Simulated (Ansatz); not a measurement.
Ionic part of the dielectric constant of Li$_{2}$S at 7.2 GPa, mode by mode

All numbers below come from DFT PBEsol, scalar-relativistic, plane waves, PAW (Ansatz). Cutoff 420 eV, 8×8×8 k-points (Γ-centred), fixed occupations. No spin polarisation. Phonons by linear response, acoustic sum rule imposed.

Symmetry: Fm-3m, No. 225, cubic system. The conventional cell has a = 5.411 Å, b = 5.411 Å, c = 5.411 Å, α = 90.00°, β = 90.00°, γ = 90.00°. S (site symmetry m-3m) is surrounded by 8 Li at 2.34 Å. Around Li (site symmetry -43m) lie 4 S at 2.34 Å.

The cell is the ideal cubic antifluorite prototype.

The primitive cell has V = 39.61 Å³ and ε∞,xx = 4.087. Each polar mode adds Δε = (4.92064×10⁷/V)·S/ν² along x, with S its oscillator strength in e²/amu, ν in cm⁻¹ and V in Å³.

Problem. From these modes, find each Δε and ε0,xx.
```
ν (cm⁻¹) S_xx (e²/amu)
   417.6         0.3204
```

Solution.
| ν (cm⁻¹) | Δε |
| --- | --- |
| 417.6 | 2.28 |

The sum is 2.282, so ε0,xx = 6.37; the run's tensor has 6.37.

Problem. Where do the longitudinal modes lie for a wave vector along x?

Solution. At 521 cm⁻¹. The Lyddane–Sachs–Teller product Π(ν_LO/ν_TO)² = 1.56 matches ε0/ε∞ = 1.56.